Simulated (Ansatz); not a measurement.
**Relativistic treatment of CuI**

```xyz
2
Lattice="0.0000 3.0315 3.0315 3.0315 0.0000 3.0315 3.0315 3.0315 0.0000" Properties=species:S:1:pos:R:3 pbc="T T T"
Cu    4.5473    4.5473    4.5473
I     0.0000    0.0000    0.0000
```

Atom numbers follow the list: Cu1, I2.

The cell is COD entry 9004456, as deposited and not checked against the literature; nothing was relaxed. It differs from other determinations.

One fixed cell is solved with PBE by all-electron LAPW in Ansatz 0.2.0 under different relativistic treatments. Pressure is positive in compression.

Sampling and basis: a Γ-centred 9×9×9 k mesh, Fermi–Dirac smearing of 0.03 eV, basis error target 1 meV/atom, no spin polarisation.

```tsv
setting	P (GPa)	gap on the k mesh (eV)
scalar-relativistic	0.32	1.12
non-relativistic	1.15	?
with spin–orbit coupling	?	0.97
scalar-relativistic, inner shells corrected to Dirac	0.33	1.12
```

Fill in "gap on the k mesh (eV)" for the row "non-relativistic".

2.11.

What belongs in the row "with spin–orbit coupling", column "P (GPa)"?

0.39.
